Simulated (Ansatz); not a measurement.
Al2Cu under pressure: fit and missing row

Al2Cu, I4/mcm, a = 5.992 Å, c = 4.829 Å. The structure is a Materials Project entry; whether it is the stable form wasn't checked. Ansatz: PBEsol, PAW, 420 eV, Γ-centred 10×10×10 mesh on 6 atoms, Gaussian smearing 0.10 eV; no spin polarisation. Cell and atoms are relaxed at each pressure, and no other structure is tried, so the rows at high pressure may lie past a change of phase.

```tsv
V (Å³/atom)	P (GPa)
10.000	89.99
11.158	49.98
12.311	24.98
13.210	11.96
13.962	4.05
14.316	1.03
14.449	0.00
?	-1.05
```

**Question.** Take V0 = 14.449 Å³/atom, fit the third-order Birch–Murnaghan form to the other rows, and predict the missing volume.

**Answer.** With the Eulerian strain f = ½[(V0/V)^(2/3) − 1] and y = P/[3f(1 + 2f)^(5/2)], the form is the line y = B0 + 1.5 B0 (B0′ − 4) f. Rows (f, y): 0.13904, 116.8; 0.09402, 115.2; 0.05633, 113.2; 0.03079, 111.5; 0.01156, 110.3; 0.00309, 109.4. Means f = 0.05580, y = 112.73; Σ(Δf)² = 0.01375, ΣΔfΔy = 0.7472; the slope is their ratio. y = 109.7 + 54.34 f GPa, so B0 = 109.7 GPa and B0′ = 4 + 2 × (54.34)/(3 × 109.7) = 4.33. P = -1.05 GPa is met at f = -0.00325 (y = 109.52), so V = V0 (1 + 2f)^(−3/2) = 14.591 Å³/atom. The run gave 14.592 Å³/atom, so the fit is 0.001 Å³/atom too low, within the rms miss on the fitted rows (0.005 Å³/atom).

Al2Cu stiffens smoothly on compression, and B0′ = 4.33 means that the third-order term is only a modest correction to the second-order form. The bulk modulus of 109.7 GPa lies between those of aluminium and copper, as expected for a metal in which a compressible sp electron gas surrounds copper atoms with filled, compact d shells. Squeezing the cell raises the kinetic energy of the valence electrons and increases the overlap repulsion between ion cores, so each further reduction in volume costs more pressure.

The predicted volume at -1.05 GPa is a good check on B0 but a weak one on B0′, because at so small a strain the curvature term hardly contributes. B0′ rests mainly on the strongly compressed rows. The zero-pressure cell is somewhat smaller than the measured room-temperature one, probably through slight overbinding by the functional together with the absence of thermal expansion. The bulk modulus is therefore likely to lie somewhat above the room-temperature value.
